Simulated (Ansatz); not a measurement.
System: zinc-blende ZnTe. Method: PBE+SOC (PAW; Ansatz, a program for electronic structure).

Settings: plane-wave cutoff 520 eV, 10×10×10 k mesh, Fermi–Dirac smearing 0.01 eV, PAW data made under PBE.

Cell (relaxed at this level):

```
CELL_PARAMETERS angstrom
      0.00000     3.09102     3.09102
      3.09102     0.00000     3.09102
      3.09102     3.09102     0.00000
ATOMIC_POSITIONS crystal
  Zn 0.00000 0.00000 0.00000
  Te 0.25000 0.25000 0.25000
```

Estimate the bulk modulus B0, band gap and pressure derivative B′ of the bulk modulus that the calculation returns.


- bulk modulus B0: 42.8 GPa
- band gap: 0.80 eV (direct)
- pressure derivative B′ of the bulk modulus: 4.7

Measured, for comparison: band gap 2.43 eV (zero-point renormalisation of 40 meV (experimental, the table's column) added back here, direct; inputs from Miglio et al. (2020), arXiv:2011.12765); bulk modulus 51 ± 3 GPa (room temperature, no zero-point or thermal correction; as tabulated in Determination of phase transition pressures of ZnTe under quasihydrostatic …). Computed (rounded) less measured: band gap -1.63 eV, bulk modulus -16 %.

It cost around 9 core-minutes (rough) of CPU time.
